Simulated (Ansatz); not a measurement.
## What a change of settings does to a run on Ba

The cell is the one relaxed in the Materials Project (mp-122), not relaxed further here; entries there can be hypothetical. The listed cell was then made from it by scaling, straining or moving an atom.

First run: DFT, PBEsol, all-electron PAW with datasets made for the crystal, scalar-relativistic (Ansatz 0.2.0).

Command: `ansatz run input.yaml --threads 1 --pin off --max-ram 2048MiB --backend cpu --events-out ev --progress --plain --runs-dir out` The run took 13 s on 1 thread of Arm Neoverse V2 (shared host), peak memory 0.53 GiB.

```yaml
crystal:
  lattice:
    - [3.5190753799, -2.4659614929, 0.0]
    - [3.5190753799, 2.4659614929, 0.0]
    - [0.0, 0.0, 7.0445169645]
  atoms:
    - { symbol: Ba, position: [0.74677397, 0.25322603, 0.25] }
    - { symbol: Ba, position: [0.25322603, 0.74677397, 0.75] }
kpoints:
  mp_grid: { grid: [9, 9, 5] }
scf:
  occupations: { method: fermi_dirac, width: 0.03 }
hamiltonian:
  xc: pbesol
  pseudopotentials: { kind: all_electron, datasets: crystal }
output:
  forces: true
  stress: true
  eigenvalues: true
  efg: { contact_densities: true }
```

Result: converged; pressure -0.41 GPa; largest force 0.021 eV/Å; no gap on the k mesh; 7 SCF iterations.

No spin–orbit coupling, which matters for the heavy atoms here.

A second input differs as follows:

```diff
@@ -11,4 +11,5 @@
 scf:
   occupations: { method: fermi_dirac, width: 0.03 }
+  max_iter: 50
 hamiltonian:
   xc: pbesol
@@ -19,3 +20,6 @@
   eigenvalues: true
   efg: { contact_densities: true }
+magnetization:
+  spin_polarized: true
+  initial_magnetization: 15
```

Question: Does the change harm the result?

Answer: Not here: the run converged; energy at zero smearing 0.0 meV/atom from the first run; pressure -0.41 GPa; largest force 0.021 eV/Å; moment 0.00 μB; 6 SCF iterations, so the odd setting did no harm in this case.
